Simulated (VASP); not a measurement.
## AlAs: relaxation of cell and atoms with PBEsol

AlAs:

```
Al As
1.0
     0.00000    2.84088    2.84088
     2.84088    0.00000    2.84088
     2.84088    2.84088    0.00000
Al As
1 1
Direct
  0.00000 0.00000 0.00000
  0.25000 0.25000 0.25000
```

```
Program                : VASP 6.6.1
Task                   : relaxation of cell and atoms
Functional             : PBEsol
Potentials or basis    : VASP PAW PBE potentials, release 64 (Al, As)
Cutoff                 : 600 eV
k mesh                 : 8 × 8 × 8
Occupations            : gaussian, width 0.03 eV
Spin                   : no spin polarisation
Further INCAR settings : ALGO = Normal; EDIFF = 1e-07; IBRION = 2; EDIFFG = -0.005; NSW = 90; ISIF = 3
```

```
Pressure after relaxing : 0.0 GPa
Band gap on the k mesh  : 1.34 eV, indirect (least direct gap 1.89 eV)
```

Final structure:
```
Al As
1.0
     0.00000    2.84088    2.84088
     2.84088    0.00000    2.84088
     2.84088    2.84088    0.00000
Al As
1 1
Direct
  0.00000 0.00000 0.00000
  0.25000 0.25000 0.25000
```

Levels at points of the mesh, in eV from the valence-band top:
```csv
k point,band 1,band 2,band 3,band 4,band 5,band 6,band 7,band 8
"(0.00, 0.00, 0.00)",-11.83,0.00,0.00,0.00,1.89,4.24,4.24,4.24
"(0.50, 0.00, 0.00)",-10.42,-5.55,-0.82,-0.82,2.04,4.62,4.62,7.56
"(0.50, 0.50, 0.00)",-9.88,-5.40,-2.16,-2.16,1.34,2.22,10.20,10.20
```

Wall time 4.3 s on 2 MPI ranks on Intel(R) Xeon(R) Platinum 8559C (Emerald Rapids), with other jobs on the host, peak memory 0.17 GiB a rank.

Caveat: the relaxation stopped at its first step, so nothing moved; the PAW data sets were made with another functional, which shifts forces and pressure a little. A k mesh can miss the band edges.
